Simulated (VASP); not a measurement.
# GaSb in VASP: one cell, several levels of theory

The task here is to estimate one member of a computed series from the others.

The runs shown are made with VASP 6.6.1. PAW datasets, plane waves. (Calculated; spin-unpolarised; the phase may be known or hypothetical.)

### The system as given

The cell comes from an earlier relaxation with r2SCAN in another program.

The symmetry is Fm-3m (No. 225, cubic); conventional cell a = 5.746 Å, 23.72 Å³ an atom. Ga has 6 Sb at 2.87 Å; Sb has 6 Ga at 2.87 Å.

As a file:

```cif
data_structure
_symmetry_space_group_name_H-M 'P 1'
_symmetry_Int_Tables_number 1
_cell_length_a 4.0632
_cell_length_b 4.0632
_cell_length_c 4.0632
_cell_angle_alpha 60.000
_cell_angle_beta 60.000
_cell_angle_gamma 60.000
_cell_volume 47.43
loop_
_atom_site_label
_atom_site_type_symbol
_atom_site_fract_x
_atom_site_fract_y
_atom_site_fract_z
_atom_site_occupancy
Ga1 Ga 0.00000 0.00000 0.00000 1
Sb1 Sb 0.50000 0.50000 0.50000 1
```

Set-up of the first run:

Contents of INCAR:

```
ENCUT = 520.000000
SIGMA = 0.020000
EDIFF = 1.00e-07
GGA = PE
PREC = Accurate
IBRION = -1
ISIF = 2
ISMEAR = -1
NBANDS = 16
NELM = 120
NSW = 0
LASPH = .TRUE.
LCHARG = .TRUE.
LELF = .TRUE.
LWAVE = .FALSE.
LREAL = .FALSE.
```

Contents of KPOINTS:

```
KPOINTS created by Atomic Simulation Environment
0
Gamma
8 8 8
0 0 0
```

Contents of KPOINTS_OPT:

```
special points
7
Reciprocal
0.0000000000 0.0000000000 0.0000000000 1
0.5000000000 0.0000000000 0.5000000000 1
0.5000000000 0.2500000000 0.7500000000 1
0.3750000000 0.3750000000 0.7500000000 1
0.5000000000 0.5000000000 0.5000000000 1
0.6250000000 0.2500000000 0.6250000000 1
0.1875000000 0.1875000000 0.3750000000 1
```

Contents of POSCAR:

```
Ga Sb
 1.0000000000000000
     0.0000000000000000    2.8731179418333888    2.8731179418333888
     2.8731179418333888   -0.0000000000000000    2.8731179418333888
     2.8731179418333888    2.8731179418333888   -0.0000000000000000
 Ga  Sb
   1   1
Cartesian
 -0.0000000000000000 -0.0000000000000000 -0.0000000000000000
  2.8731179418333888  2.8731179418333888  2.8731179418333888
```

Potentials: the recommended PBE PAW datasets, 18 valence electrons in the neutral cell.

Command:

```sh
mpirun -np 1 vasp_std
```

Among the steps run: PBE; r2SCAN at this geometry; LDA at this geometry; Single point with PBEsol; Single point with PBE+SOC.

One table of the session follows, with a row left open; its other results are not shown here.

| level | gap (eV) | Ansatz: gap (eV) |
| --- | --- | --- |
| PBE | -3.29 | -3.28 |
| r2SCAN | -3.45 | -3.45 |
| LDA | -3.27 | -3.26 |
| PBEsol | ? | ? |
| PBE+SOC | -3.11 | -3.09 |

Q: Estimate the row for PBEsol from the others.

The run gave: gap (eV): -3.30; Ansatz: gap (eV): -3.29. In the column «gap (eV)» it lies between r2SCAN (-3.45) and PBE (-3.29).

A negative gap is an overlap of bands.

Each program uses its own PAW datasets and cutoff. VASP's cell holds 18 valence electrons and Ansatz's 28. LDA means the Perdew–Zunger form in VASP and the Perdew–Wang form in Ansatz.
